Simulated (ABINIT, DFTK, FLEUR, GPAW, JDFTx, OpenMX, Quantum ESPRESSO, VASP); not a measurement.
**MnS: 8 runs at one level of theory**

```
Mn S
1.0
     1.83000    1.05655    2.97092
    -1.83000    1.05655    2.97092
     0.00000   -2.11310    2.97092
Mn S
1 1
Direct
  0.00000 0.00000 0.00000
  0.50000 0.50000 0.50000
```

The cell is a database's computed one, not the measured one.

Alike in all runs: task single point; functional PBE; k mesh 9 × 9 × 9; occupations fermi-dirac, width 0.05 eV; collinear spin, ferromagnetic start; no spin-orbit coupling. Pressure is positive in compression and, in plane waves, holds the error of the finite cutoff.

| program and potentials | plane-wave cutoff (eV) | notes | pressure (GPa) | net moment per atom (μB) |
| --- | --- | --- | --- | --- |
| OpenMX, OpenMX 2013 PBE set, Mn6.0-s3p2d2, S7.0-s2p2d1f1, grid cutoff 400 Ry | - | atomic basis; 10.5 valence electrons an atom on average | 0.09 | 2.34 |
| DFTK, PseudoDojo SR PBE 0.4.1 standard (PBE) | 1306 | 10.5 valence electrons an atom on average | -0.64 | 2.36 |
| ABINIT, JTH PAW PBE v2.0 | 707 | 10.5 valence electrons an atom on average | -1.38 | 2.33 |
| Quantum ESPRESSO, SSSP 1.3 efficiency PBE | 884 | 10.5 valence electrons an atom on average | -1.41 | 2.34 |
| GPAW, GPAW PAW data sets (gpaw-data 1.2.1) | 600 | 10.5 valence electrons an atom on average | -1.66 | 2.32 |
| JDFTx, PseudoDojo-SR-PBE-0.5-standard with smoothed tails | 1306 | 10.5 valence electrons an atom on average | -0.64 | 2.36 |
| VASP, PBE PAW files Mn_pv, S, 520 eV | 520 | 9.5 valence electrons an atom on average | -1.57 | 2.33 |
| FLEUR, all-electron, FLAPW | - | - | - | 2.33 |

The pressure spans -1.66 (GPAW, GPAW PAW data sets (gpaw-data 1.2.1)) to 0.09 GPa (OpenMX, OpenMX 2013 PBE set, Mn6.0-s3p2d2, S7.0-s2p2d1f1, grid cutoff 400 Ry). The net moment per atom spans 2.32 (GPAW, GPAW PAW data sets (gpaw-data 1.2.1)) to 2.36 μB (DFTK, PseudoDojo SR PBE 0.4.1 standard (PBE)), with all-electron results at 2.33. The state is the one that the start led to, which needn't be the lowest. Rows in atomic bases carry the error of their basis and grid, which can be large.

Differences between rows come from potentials, basis sets and numerical settings, since the functional is the same but for its coding. Runs on potential files found faulty are left out.
